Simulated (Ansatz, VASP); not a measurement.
Two plane-wave programs on CaS

INCAR

```
  PREC = Accurate
  ENCUT = 600
  EDIFF = 1E-7
  ISMEAR = 0
  SIGMA = 0.02
  LREAL = False
  LASPH = True
  NELM = 100
  ALGO = Normal
  ISIF = 3
  LWAVE = False
  LCHARG = False
  GGA = PS
  IBRION = 2
  NSW = 100
  EDIFFG = -0.002
```

File KPOINTS:

```
Automatic mesh
0
Gamma
  8 8 8
```

Contents of POSCAR:

```
CaS
1.0
    0.0000000000      2.8523742900      2.8523742900
    2.8523742900      0.0000000000      2.8523742900
    2.8523742900      2.8523742900      0.0000000000
Ca S
1 1
Direct
    0.0000000000      0.0000000000      0.0000000000
    0.5000000000      0.5000000000      0.5000000000
```

Input for Ansatz:

```yaml
crystal:
  lattice:
    - [0.0, 2.85237429, 2.85237429]
    - [2.85237429, 0.0, 2.85237429]
    - [2.85237429, 2.85237429, 0.0]
  atoms:
    - { symbol: Ca, position: [0.0, 0.0, 0.0] }
    - { symbol: S, position: [0.5, 0.5, 0.5] }
basis:
  ecutwfc: 420
kpoints:
  mp_grid: { grid: [8, 8, 8] }
hamiltonian:
  xc: pbesol
scf:
  occupations: { method: gaussian, width: 0.02 }
output:
  forces: true
  stress: true
  eigenvalues: true
relax:
  adjacent_minimum: "off"
  f_tol: 0.002
  max_steps: 80
  cell: { stress_tol: 0.02 }
```

The cell comes from a database or a generator and needn't be the stable form of this composition.

Alike in both runs: task relaxation of cell and atoms; functional PBEsol; k mesh 8 × 8 × 8; occupations gaussian, width 0.02 eV; no spin polarisation.

|  | VASP | Ansatz |
| --- | --- | --- |
| version | VASP 6.6.1 | Ansatz 0.2.0 |
| potentials or method | VASP PAW PBE potentials, release 64 (Ca_sv, S) | scalar-relativistic, plane waves, PAW |
| plane-wave cutoff (eV) | 600 | 420 |
| valence electrons in the cell | 16 | 16 |

```csv
,VASP,Ansatz,Ansatz less VASP
"gap on the k mesh at the Fermi level, each at its own relaxed structure (eV)",2.16,2.16,-0.004
relaxed volume (Å³/atom),22.43,22.34,-0.087
relaxed cell length with the largest relative difference (Å),3.988,3.983,-0.0052
energy change over the relaxation (meV/atom),-5,-6,-1.2
```

Caveats: the PAW data sets were made with another functional, which shifts forces and pressure a little (VASP). A hybrid or GW would open this gap; PBEsol tends to underestimate it. A k mesh can miss the band edges.
